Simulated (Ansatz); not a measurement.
The cell below belongs to a search over invented structures; it isn't taken from experiment.

Input and command of a plane-wave DFT calculation in Ansatz:

```yaml
crystal:
  lattice:
    - [4.36652999, 0.0, 0.0]
    - [0.0, 4.36652999, 0.0]
    - [0.0, 0.0, 4.35347876]
  atoms:
    - { symbol: Ti, position: [0.5, 0.5, 0.25203427] }
    - { symbol: Ti, position: [0.5, 0.5, 0.74796573] }
    - { symbol: Ti, position: [0.0, 0.0, 0.5] }
    - { symbol: Al, position: [0.0, 0.5, 0.5] }
    - { symbol: Al, position: [0.5, 0.0, 0.5] }
basis:
  ecutwfc: 420
kpoints:
  mp_grid: { grid: [4, 4, 4] }
hamiltonian:
  xc: pbe
scf:
  occupations: { method: gaussian, width: 0.2 }
  lower_state_search: "off"
output:
  forces: true
  stress: true
  eigenvalues: true
relax:
  adjacent_minimum: "off"
  f_tol: 0.08
  max_steps: 16
  cell: { stress_tol: 0.8 }
```

```bash
ansatz run input.yaml --threads 1 --pin off --max-ram 2560MiB --backend cpu --events-out ev --progress --plain --runs-dir out
```

Processor: Intel(R) Xeon(R) Processor @ 2.50GHz (Skylake/Cascade Lake), 1 thread, on a host shared with other jobs.

Question: Estimate time, memory and problem size.

Answer: About 74 s, peak memory 0.41 GiB. It solves 26 bands at 18 k points (after reduction by symmetry) with about 2375 plane waves (on the last cell), in 61 SCF iterations over 9 ionic steps.
